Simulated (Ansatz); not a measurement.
# Formation energy and levels of the complex V_O-Zn_Mg in MgO (Fm-3m)

Wanted: the transition levels of a complex in MgO (Fm-3m), from a cell of 54 host atoms with 1 site emptied and Zn put on another atom's site.

Program: Ansatz 0.2.0. Level of theory: place-levels on r2SCAN runs: charge-transition levels and formation energies with image-charge correction and potential alignment at the atomic sites; PAW set soft_1. Results are calculated unless marked as measured.

Experimental background.

For MgO, rocksalt (bulk crystal), “Electronic structure of alkaline earth and post-transition metal oxides” (2009, arxiv:0908.1581) quotes earlier work: band gap (literature experimental gap) 7.83 eV [Literature value based on experiment; other listed experimental values range from 7.7 to …].

Most raw output is cut from this account.

### 1. The structure

The cell holds 53 atoms: 26 Mg, 26 O and 1 Zn. Cell: a = 8.925 Å, b = 8.925 Å, c = 8.925 Å, α = 60.0°, β = 60.0°, γ = 60.0°. It derives from MgO (space group Fm-3m). Nearest the centre at fractional (0.417, 0.583, 0.583): Zn34 at 1.05 Å, Mg28 at 2.35 Å, Mg32 at 2.35 Å, O12 at 2.35 Å, Mg46 at 2.35 Å, Mg50 at 2.35 Å, O29 at 2.35 Å, O16 at 2.35 Å.

Structure file:

```xyz
53
Lattice="0.0000 6.3112 6.3112 6.3112 0.0000 6.3112 6.3112 6.3112 0.0000" Properties=species:S:1:pos:R:3 pbc="T T T"
Mg    0.0000    0.0000    0.0000
O     2.1037    2.1037    2.1037
Mg    2.1037    2.1037    0.0000
O     4.2075    4.2075    2.1037
Mg    4.2075    4.2075    0.0000
O     6.3112    6.3112    2.1037
Mg    2.1037    0.0000    2.1037
O     4.2075    2.1037    4.2075
Mg    4.2075    2.1037    2.1037
O     6.3112    4.2075    4.2075
Mg    6.3112    4.2075    2.1037
O     8.4150    6.3112    4.2075
Mg    4.2075    0.0000    4.2075
O     6.3112    2.1037    6.3112
Mg    6.3112    2.1037    4.2075
O     8.4150    4.2075    6.3112
Mg    8.4150    4.2075    4.2075
O    10.5187    6.3112    6.3112
Mg    0.0000    2.1037    2.1037
O     2.1037    4.2075    4.2075
Mg    2.1037    4.2075    2.1037
O     4.2075    6.3112    4.2075
Mg    4.2075    6.3112    2.1037
O     6.3112    8.4150    4.2075
Mg    2.1037    2.1037    4.2075
O     4.2075    4.2075    6.3112
Mg    4.2075    4.2075    4.2075
Mg    6.3112    6.3112    4.2075
O     8.4150    8.4150    6.3112
Mg    4.2075    2.1037    6.3112
O     6.3112    4.2075    8.4150
Mg    6.3112    4.2075    6.3112
O     8.4150    6.3112    8.4150
Zn    8.4150    6.3112    6.3112
O    10.5187    8.4150    8.4150
Mg    0.0000    4.2075    4.2075
O     2.1037    6.3112    6.3112
Mg    2.1037    6.3112    4.2075
O     4.2075    8.4150    6.3112
Mg    4.2075    8.4150    4.2075
O     6.3112   10.5187    6.3112
Mg    2.1037    4.2075    6.3112
O     4.2075    6.3112    8.4150
Mg    4.2075    6.3112    6.3112
O     6.3112    8.4150    8.4150
Mg    6.3112    8.4150    6.3112
O     8.4150   10.5187    8.4150
Mg    4.2075    4.2075    8.4150
O     6.3112    6.3112   10.5187
Mg    6.3112    6.3112    8.4150
O     8.4150    8.4150   10.5187
Mg    8.4150    8.4150    8.4150
O    10.5187   10.5187   10.5187
```

The host's dielectric constants go in as inputs: 3.24 for the electrons alone, 10.37 with the ions, from a response run on this crystal (DFPT, PBEsol) at that run's own cell.

The cell's shortest repeat is 8.9 Å.

### 2. What was run first

A transition level is the Fermi level at which two charge states cost the same, so each charge needs its own total energy, at its own relaxed structure.

Each atom starts 0.05 Å or so off its site in a random direction: a symmetric start keeps its symmetry, and would miss off-centre moves and Jahn–Teller distortions. Forces are taken at one point at (¼, ¼, ¼). The cell holds 1 electron more than the neutral one, with a uniform background that keeps it neutral on the whole. The electron count is odd, so at least one spin is unpaired; this run locks the moment at 1 μB.

The sampling was tested on the host first: at the k-points planned (1x1x1 shifted 0.25 0.25 0.25) its energy lies 0.020 eV an atom from the dense-mesh value, under the bound of 0.02 eV set for this test; that bounds the host's error, not the defect's.

One of the inputs; charge, spin and start change from state to state.

Contents of qm1_M1.relax/input.yaml:

```yaml
crystal:
  lattice:
    - [0.0, 2.10374764, 2.10374764]
    - [2.10374764, 0.0, 2.10374764]
    - [2.10374764, 2.10374764, 0.0]
  atoms:
    - { symbol: Mg, position: [0.0, 0.0, 0.0] }
    - { symbol: O, position: [0.5, 0.5, 0.5] }
  supercell: [3, 3, 3]
  defects: [{ vacancy: 27 }, { substitution: { at: 34, symbol: Zn } }]
total_charge: -1
basis:
  ecutwfc: 500
  xc_grid: 2
hamiltonian:
  xc: r2scan
  pseudopotentials: { kind: paw, azcp: { folder: soft_1 } }
kpoints:
  mp_grid: { grid: [1, 1, 1], shift: [0.25, 0.25, 0.25] }
magnetization:
  spin_polarized: true
  initial_magnetization: 1
  spin_locking: { lock_magnetization: hard }
scf:
  occupations: { method: fixed }
  max_iter: 60
output:
  forces: true
  charged_corrections:
    epsilon: 3.24
    static_epsilon: 10.37
    defect_position: [0.416667, 0.583333, 0.583333]
relax:
  f_tol: 0.02
  max_steps: 80
  random_displacement: { amplitude: 0.05, seed: 3537 }
checkpoint:
  write: "../qm1_M1.relax.run"
  compress: false
  write_wavefunctions: true
  write_every: 100000
```

Started as:

```
$ ansatz run input.yaml --threads 4 --pin off --max-ram 15073MiB --backend cpu --events-out ev --progress --plain --runs-dir out
```

Defect states can disperse in a cell of this size, so the energy is taken again at a 2×2×2 shifted mesh, on the relaxed structure.

The run of this state that the levels use, under r2SCAN:

Contents of qm1_M1.point/input.yaml:

```yaml
crystal:
  checkpoint: "../qm1_M1.relax.run"
  host: checkpoint
total_charge: -1
basis:
  ecutwfc: 500
  xc_grid: 2
hamiltonian:
  xc: r2scan
  pseudopotentials: { kind: paw, azcp: { folder: soft_1 } }
kpoints:
  mp_grid: { grid: [2, 2, 2], shift: [0.5, 0.5, 0.5] }
magnetization:
  spin_polarized: true
  initial_magnetization: 1
  spin_locking: { lock_magnetization: hard }
scf:
  occupations: { method: fermi_dirac, width: 0.01 }
  max_iter: 60
output:
  forces: true
  eigenvalues: true
  charged_corrections:
    epsilon: 3.24
    static_epsilon: 10.37
    defect_position: [0.416667, 0.583333, 0.583333]
  eigenstates: { localisation: true }
  populations: true
  efg: {}
checkpoint:
  read: "../qm1_M1.relax.run"
  write: "../qm1_M1.point.run"
  compress: false
  write_wavefunctions: false
  write_every: 100000
```

Relaxations under r2SCAN at one point at (¼, ¼, ¼); times on 4 threads of Arm Neoverse V2, shared host:

| charge | moment (μB) | occupations | outcome | steps | largest displacement against the far atoms (Å) | time |
| --- | --- | --- | --- | --- | --- | --- |
| −1 | 1 | fixed | converged | 8 | 0.43 | 3.3 min |
| 0 | 0 | fixed | converged | 7 | 0.45 | 74 s |
| 0 | 2 | fixed | converged | 7 | 0.13 | 2.6 min |
| +1 | 1 | fixed | converged | 5 | 0.10 | 2.2 min |
| +2 | 0 | fixed | converged | 5 | 0.18 | 62 s |
| +2 | 2 | fixed | converged | 8 | 0.10 | 3.4 min |
| +3 | 1 | fixed | converged | 7 | 0.18 | 3.6 min |

Single points under r2SCAN at a 2×2×2 shifted mesh; times on 4 threads of Arm Neoverse V2, shared host:

| charge | moment (μB) | occupations | outcome | time |
| --- | --- | --- | --- | --- |
| −1 | 1 | fermi-dirac | converged | 2.3 min |
| 0 | 0 | fermi-dirac | converged | 60 s |
| 0 | 2 | fermi-dirac | converged | 2.3 min |
| +1 | 1 | fermi-dirac | converged | 97 s |
| +2 | 0 | fermi-dirac | converged | 55 s |
| +2 | 2 | fermi-dirac | converged | 2.6 min |
| +3 | 1 | fermi-dirac | converged | 2.7 min |

Distances (Å) from the ideal centre to the nearest atoms after relaxation with r2SCAN:

| charge | moment (μB) | 1. | 2. | 3. | 4. | 5. | 6. |
| --- | --- | --- | --- | --- | --- | --- | --- |
| −1 | 1 | Zn 0.63 | Mg 2.37 | Mg 2.37 | Mg 2.38 | Mg 2.39 | O 2.45 |
| 0 | 0 | Zn 0.61 | O 2.40 | O 2.40 | O 2.41 | O 2.41 | Mg 2.41 |
| 0 | 2 | Zn 1.08 | Mg 2.40 | Mg 2.40 | Mg 2.41 | Mg 2.41 | O 2.43 |
| +1 | 1 | Zn 1.08 | O 2.36 | O 2.36 | O 2.36 | O 2.36 | Mg 2.44 |
| +2 | 0 | Zn 1.20 | O 2.31 | O 2.32 | O 2.32 | O 2.33 | Mg 2.50 |
| +2 | 2 | Zn 1.08 | O 2.30 | O 2.30 | O 2.31 | O 2.31 | Mg 2.44 |
| +3 | 1 | Zn 1.20 | O 2.26 | O 2.26 | O 2.26 | O 2.26 | Mg 2.51 |

### 3. place-levels, r2SCAN

A charged cell interacts with its images and the background, and its potential has another zero than the host's. place-levels removes the first by a point-charge model, screened by the static dielectric constant since the ions have relaxed around the charge, and the second by comparing potentials at atoms far from the defect.

The host is a run of the defect-free crystal in the same cutoffs, grids and k-points, so that basis and sampling errors cancel in part in the differences. The host is run in a cell of 2 atoms on a matching mesh. Its band edges are searched through the zone by a band path, so the gap is smaller than, or equal to, that on the mesh. Chemical potentials are energies per atom of O (O2 molecule), Mg (hcp) and Zn (hcp), run with the same functional and cutoff.

Contents of levels.point.yaml:

```yaml
host:
  run: host.point.run
states: [qm1_M1.point.run, q0.point.run, q0_M2.point.run, qp1_M1.point.run, qp2.point.run, qp2_M2.point.run, qp3_M1.point.run]
geometry_from:
  qm1_M1.point.run: qm1_M1.relax.run
  q0.point.run: q0.relax.run
  q0_M2.point.run: q0_M2.relax.run
  qp1_M1.point.run: qp1_M1.relax.run
  qp2.point.run: qp2.relax.run
  qp2_M2.point.run: qp2_M2.relax.run
  qp3_M1.point.run: qp3_M1.relax.run
chemical_potentials:
  O:
    energy: -565.989614
    dataset: <sha256 of the dataset>
  Mg:
    energy: -1926.407918
    dataset: "<sha256 of the dataset>"
  Zn:
    energy: -3325.676395
    dataset: "<sha256 of the dataset>"
epsilon: 3.24
static_epsilon: 10.37
vertical:
  - { from: qm1_M1.point.run, to: qm1_M1.point_neutral.run }
  - { from: qp1_M1.point.run, to: qp1_M1.point_neutral.run }
  - { from: qp2.point.run, to: qp2.point_neutral.run }
  - { from: qp2_M2.point.run, to: qp2_M2.point_neutral.run }
  - { from: qp3_M1.point.run, to: qp3_M1.point_neutral.run }
```

Started as:

```
$ ansatz place-levels levels.point.yaml -- --threads 4 --pin off --max-ram 15073MiB
```

Elapsed: 0.62 s, on 4 threads of Arm Neoverse V2, shared host.

Levels between the charges placed, in eV above the valence top:

|  | gap (eV) | (+3/+2) | (+2/+1) | (+1/0) | (0/−1) |
| --- | --- | --- | --- | --- | --- |
| r2SCAN | 5.68 | -0.03 | 1.68 | 2.63 | 6.02 |

Corrections by state:

| charge | moment (μB) | image terms and alignment (eV) | band filling (eV) | ε used | over the lowest of its charge, as the program ranks them, band filling apart (eV) |
| --- | --- | --- | --- | --- | --- |
| +3 | 1.0 | 1.727 | -0.965 | 10.37 | 0.000 |
| +2 | 0.0 | 0.813 | - | 10.37 | 0.000 |
| +1 | 1.0 | 0.154 | - | 10.37 | 0.000 |
| 0 | 0.0 | 0.000 | - | - | 0.000 |
| −1 | 1.0 | 0.343 | -0.120 | 10.37 | 0.000 |
| +2 | 2.0 | 0.658 | - | 10.37 | 2.268 |
| 0 | 2.0 | 0.000 | - | - | 2.903 |

The charged structures listed were also run neutral, and place-levels reads from each pair, by the potential or the spins, how wide the charge is by which they differ; that can be the carrier of either run.

| charge | rms radius (Å) | spread where it is widest against the cell (Å) | wide from (Å) | reading |
| --- | --- | --- | --- | --- |
| +3 | 2.1 | 1.22 | 1.26 | narrow |
| +2 | 1.4 | 0.83 | 1.26 | narrow |
| +1 | 1.4 | 0.80 | 1.26 | narrow |
| −1 | 2.0 | 1.19 | 1.26 | narrow |

The neutral runs of these pairs need not share the spin of the lowest neutral state, and very wide values only mean spread over the cell.

From the program's caveats on the states, each cut to its opening words:

- charge +3 (1 μB): it parts from the run that its charge is read beside by 3 carriers, of which the mean alone is read, by its potential at epsilon 3.24, taken for that of held [...]
- charge +3 (1 μB): a band-filling correction moves a carrier to the host's band edge, which changes its energy by -0.965 eV
- charge +3 (1 μB), +2, +1 (1 μB), 0, −1 (1 μB), +2 (2 μB), 0 (2 μB): its alignment with the host at atomic sites is doubtful: the cell is too small to show whether the defect's potential has decayed: take a larger one
- charge +3 (1 μB): the far atoms show a dipole or second moment of the defect's charge, for which the correction takes or leaves out 0.659 eV: further moments aren't read, and [...]
- charge +3 (1 μB), +1 (1 μB), −1 (1 μB), +2 (2 μB), 0 (2 μB): flagged: stability check not made
- charge +2: it parts from the run that its charge is read beside by 2 carriers, of which the mean alone is read, by its potential at epsilon 3.24, taken for that of held [...]
- charge +2: the far atoms show a dipole or second moment of the defect's charge, for which the correction takes or leaves out 1.178 eV: further moments aren't read, and [...]
- charge +1 (1 μB): the far atoms show a dipole or second moment of the defect's charge, for which the correction takes or leaves out 0.352 eV: further moments aren't read, and [...]
- charge 0: the far atoms show a dipole or second moment of the defect's charge, for which the correction takes or leaves out 0.481 eV: further moments aren't read, and [...]
- charge −1 (1 μB): a band-filling correction moves a carrier to the host's band edge, which changes its energy by -0.120 eV
- charge −1 (1 μB): the far atoms show a dipole or second moment of the defect's charge, for which the correction takes or leaves out 1.063 eV: further moments aren't read, and [...]
- charge +2 (2 μB): it parts from the run at its places by a charge that spreads by about 1.4 Å along one vector (1.3 Å or more is wide), by its potential at epsilon 3.24, taken [...]
- charge +2 (2 μB): the far atoms show a dipole or second moment of the defect's charge, for which the correction takes or leaves out 0.083 eV: further moments aren't read, and [...]
- charge +2 (2 μB): its moments are held at its close (magnetization.spin_locking), by a field of 1.101 eV a Bohr magneton, and its energy and levels are of the state that this [...]

The host's formation energy from the elements is -2.963 eV per atom; it sets how far the chemical potentials can move.

Limit set by the element alone; other compounds of these elements are not counted. Chemical potentials from the elements' reference states: Mg 0.00 eV, O -5.93 eV, Zn 0.00 eV. Formation energy by charge state (Mg-rich; gap 5.68 eV):

| charge | at valence top (eV) | at conduction bottom (eV) | correction included (eV) |
| --- | --- | --- | --- |
| +3 | -0.77 | 16.26 | 0.76 |
| +2 | -0.80 | 10.55 | 0.81 |
| +1 | 0.88 | 6.56 | 0.15 |
| 0 | 3.50 | 3.50 | 0.00 |
| −1 | 9.52 | 3.84 | 0.22 |

(Fermi level (eV), lowest formation energy (eV)): (0.00, -0.80), (0.52, 0.23), (1.03, 1.26), (1.55, 2.29), (2.06, 2.94), (2.58, 3.46), (3.10, 3.50), (3.61, 3.50), (4.13, 3.50), (4.65, 3.50), (5.16, 3.50), (5.68, 3.50)

Limit set by the element alone; other compounds of these elements are not counted. Chemical potentials from the elements' reference states: O 0.00 eV, Mg -5.93 eV, Zn 0.00 eV. Formation energy by charge state (O-rich; gap 5.68 eV):

| charge | at valence top (eV) | at conduction bottom (eV) | correction included (eV) |
| --- | --- | --- | --- |
| +3 | -0.77 | 16.26 | 0.76 |
| +2 | -0.80 | 10.55 | 0.81 |
| +1 | 0.88 | 6.56 | 0.15 |
| 0 | 3.50 | 3.50 | 0.00 |
| −1 | 9.52 | 3.84 | 0.22 |

| Fermi level (eV) | lowest formation energy (eV) |
| --- | --- |
| 0.00 | -0.80 |
| 0.52 | 0.23 |
| 1.03 | 1.26 |
| 1.55 | 2.29 |
| 2.06 | 2.94 |
| 2.58 | 3.46 |
| 3.10 | 3.50 |
| 3.61 | 3.50 |
| 4.13 | 3.50 |
| 4.65 | 3.50 |
| 5.16 | 3.50 |
| 5.68 | 3.50 |

### 4. The same at the relaxations' own k-points

The relaxations' own energies give the levels at their sampling, for comparison.

Contents of levels.relax_mesh.yaml:

```yaml
host:
  run: host.relax.run
states: [qm1_M1.relax.run, q0.relax.run, q0_M2.relax.run, qp1_M1.relax.run, qp2.relax.run, qp2_M2.relax.run, qp3_M1.relax.run]
chemical_potentials:
  O:
    energy: -565.989614
    dataset: <sha256 of the dataset>
  Mg:
    energy: -1926.407918
    dataset: "<sha256 of the dataset>"
  Zn:
    energy: -3325.676395
    dataset: "<sha256 of the dataset>"
```

Started as:

```
$ ansatz place-levels levels.relax_mesh.yaml -- --threads 4 --pin off --max-ram 15073MiB
```

Run time: 0.17 s. Hardware: 4 threads.

Levels between neighbouring charges, in eV above the valence top:

|  | gap (eV) | (+3/+2) | (+2/+1) | (+1/0) | (0/−1) |
| --- | --- | --- | --- | --- | --- |
| one point at (¼, ¼, ¼) | 5.66 | -0.01 | 1.48 | 2.42 | 6.02 |
| a 2×2×2 shifted mesh | 5.68 | -0.03 | 1.68 | 2.63 | 6.02 |

Going from one point at (¼, ¼, ¼) to a 2×2×2 shifted mesh moves the levels that carry no band-filling term by up to 0.21 eV and formation energies against the elements by up to 0.38 eV; band-filling terms, which differ between samplings, are in these energies.

### 5. Summary of results

```json
{"gap of the host": "5.68 eV (r2SCAN)", "level (plus 3/plus 2)": "0.03 eV below the valence top (-1.00 eV above the valence top without the band-filling term)", "level (plus 2/plus 1)": "1.68 eV above the valence top", "level (plus 1/0)": "2.63 eV above the valence top", "level (0/minus 1)": "6.02 eV above the valence top, past the conduction bottom (6.14 eV above the valence top without the band-filling term)", "lowest of the charges placed, just above the valence top (0.02 eV)": "+2", "lowest of the charges placed, just below the conduction bottom (0.02 eV)": "0", "lowest formation energy at mid-gap of the charges run, Mg-rich": "3.50 eV", "lowest formation energy at mid-gap of the charges run, O-rich": "3.50 eV"}
```

Of the charges placed (−1, 0, +1, +2 and +3), the lowest changes at 1.68 eV (+2/+1) and 2.63 eV (+1/0) above the valence top, in a gap of 5.68 eV. States placed: +3 at 1 μB; +2 at 0 μB and 2 μB; +1 at 1 μB; 0 at 0 μB and 2 μB; −1 at 1 μB. Other spin states or structures, where not listed, weren't placed. The program finds carriers beyond a band edge of the host and adds a band-filling term at charge −1 (-0.12 eV) and +3 (-0.97 eV); steps to such a charge show no bound level, and a defect level inside a band would be read the same way. Corrections reach 1.7 eV, so the cell is small for these charges and their levels are rough. Zn is taken at its element; compounds, which aren't counted here, bound the chemical potentials and would shift these formation energies. Going from one point at (¼, ¼, ¼) to a 2×2×2 shifted mesh moves the levels that carry no band-filling term by up to 0.21 eV and formation energies against the elements by up to 0.38 eV; band-filling terms, which differ between samplings, are in these energies. The program doubts the alignment of potentials for at least one state, a sign that the cell is small. Keep in mind: the images are only 8.9 Å apart; r2SCAN makes the gap too small and tends to spread out bound carriers; where a gas molecule sets a chemical potential or the host's formation energy, its binding is uncorrected; force components of up to 0.16 eV/Å remain in a run at the final settings.

Comparison with the measured values:

| quantity | measured | r2SCAN |
| --- | --- | --- |
| band gap (least gap of the host) (eV) | 7.83 | 5.68 (-2.15 eV) |

Measured values from arxiv:0908.1581 (2009).

Verdict: The band gap is off by -2.15 eV: a clear miss. Local and semilocal functionals usually give gaps below the measured ones. Zero-point and thermal motion shift the measured gap.

[Logs are printed without paths, hosts, clocks, repeated set-up lines and the standing remarks that a program may print on its own settings, such as how far it seeks lower states.]

[Hosts, paths, dates, database ids (printed as entryN), source tags and the programs' standing remarks are cut or masked in the printed files.]

[Where a table of states has a column of steps, it counts the stored structures, which are thinned; the runs took as many ionic steps or more.]

[A defect's name tells the site on which it was built; relaxed atoms can leave that site.]

[For some hosts the program warned that the k-mesh of the response run may be too coarse for force constants and the static dielectric constant; such warnings are not shown here.]
